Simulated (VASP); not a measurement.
A run of VASP 6.6.1:

Contents of INCAR:

```
SYSTEM = Ru
  PREC = Accurate
  ENCUT = 300
  EDIFF = 1E-7
  ISMEAR = 0
  SIGMA = 0.1
  LREAL = .FALSE.
  LASPH = .TRUE.
  NELM = 80
  ALGO = Normal
  ISIF = 3
  LWAVE = .FALSE.
  LCHARG = .FALSE.
  GGA = PS
  IBRION = 2
  NSW = 90
  EDIFFG = -0.005
```

KPOINTS

```
Automatic mesh
0
G
  20 20 20
  0 0 0
```

The input POSCAR:

```
Ru
1.0
   -1.5036946000      1.5036946000      1.5036946000
    1.5036946000     -1.5036946000      1.5036946000
    1.5036946000      1.5036946000     -1.5036946000
Ru
1
Direct
    0.0000000000      0.0000000000      0.0000000000
```

Potentials or basis: VASP PAW PBE potentials, release 64 (Ru_pv).

Run with:

```sh
$ cat potpaw_PBE.64/Ru_pv/POTCAR > POTCAR
$ mpirun -np 1 vasp_std > vasp.out
```

Hardware: 1 thread of Intel(R) Xeon(R) Platinum 8488C (Sapphire Rapids) (shared host).

**Question.** Estimate the wall time of this run.

**Answer.** Run time: 18 s on 1 thread of Intel(R) Xeon(R) Platinum 8488C (Sapphire Rapids), on a shared host, peak memory 0.13 GiB. Counts: scf iterations 30, k points 256, ion steps 3.
